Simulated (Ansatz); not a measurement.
Crystal: TaN.

```
CELL_PARAMETERS angstrom
0.00000 2.17900 2.17900
2.17900 0.00000 2.17900
2.17900 2.17900 0.00000
ATOMIC_POSITIONS crystal
Ta 0.50000 0.50000 0.50000
N 0.00000 0.00000 0.00000
```

- Program: Ansatz 0.2.0
- Task: relaxation of cell and atoms
- Functional: r2SCAN
- Potentials or basis: Ansatz PAW
- Cutoff: 500 eV (not typed: the program's choice for these potentials)
- k mesh: 10 × 10 × 10
- Occupations: fermi-dirac, width 0.05 eV
- Spin: no spin polarisation

At the start: volume 10.35 Å³/atom.

Question: How do energy, volume and symmetry change on relaxing?

Answer: It ends after 5 steps and the volume is 10.62 Å³/atom (+2.6 %); space group Fm-3m (No. 225, to 0.05 Å).

The path:
```tsv
step	energy change (eV)	largest force (eV/Å)	volume (Å³)
1	0.0000	0.0000	20.69
2	-0.0133	0.0000	21.45
3	-0.0157	0.0000	21.24
4	-0.0157	0.0000	21.24
5	-0.0160	0.0000	21.24
```

Final structure:
```
CELL_PARAMETERS angstrom
0.00000 2.19791 2.19791
2.19791 0.00000 2.19791
2.19791 2.19791 0.00000
ATOMIC_POSITIONS crystal
Ta 0.50000 0.50000 0.50000
N 0.00000 0.00000 0.00000
```

Caveat: the plane-wave basis is chosen anew once the cell has moved, so the energies of steps on either side of that aren't comparable; the PAW data sets come from PBE, with cores solved anew for the run's functional, which leaves a small shift of forces and pressure.
